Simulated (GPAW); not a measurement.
The system is NaI.

```
I Na
1.0
     0.00000    3.23640    3.23640
     3.23640    0.00000    3.23640
     3.23640    3.23640    0.00000
I Na
1 1
Direct
  0.50000 0.50000 0.50000
  0.00000 0.00000 0.00000
```

Base run:

| Property | Result |
| --- | --- |
| Program | GPAW 26.7.0 |
| Functional | LDA |
| Potentials or basis | the program's PAW data sets (release 1.2.1) made for this functional |
| Cutoff | 800 eV |
| Basis | pw |
| k mesh | 7 × 7 × 7 |
| Occupations | fermi-dirac, width 0.05 eV |
| Spin | spin-orbit coupling, no magnetisation |

Its results: band gap on the k mesh 2.94 eV, direct; pressure -1.6 GPa.

Q: The run is repeated on the same cell with these changes: spin from spin-orbit coupling, no magnetisation to no spin polarisation. What comes out?

A: Band gap on the k mesh 3.34 eV, direct; pressure -1.6 GPa.

Spin-orbit coupling splits the band edges, which narrows the gap.

Caveats: spin-orbit coupling was added after a scalar SCF, so levels and gaps hold it while energy, forces, pressure and moments don't (some runs); this program's spin-orbit splittings come out too wide for heavy elements (some runs); spin-orbit coupling is left out, which moves the levels of the heavy elements (some runs).
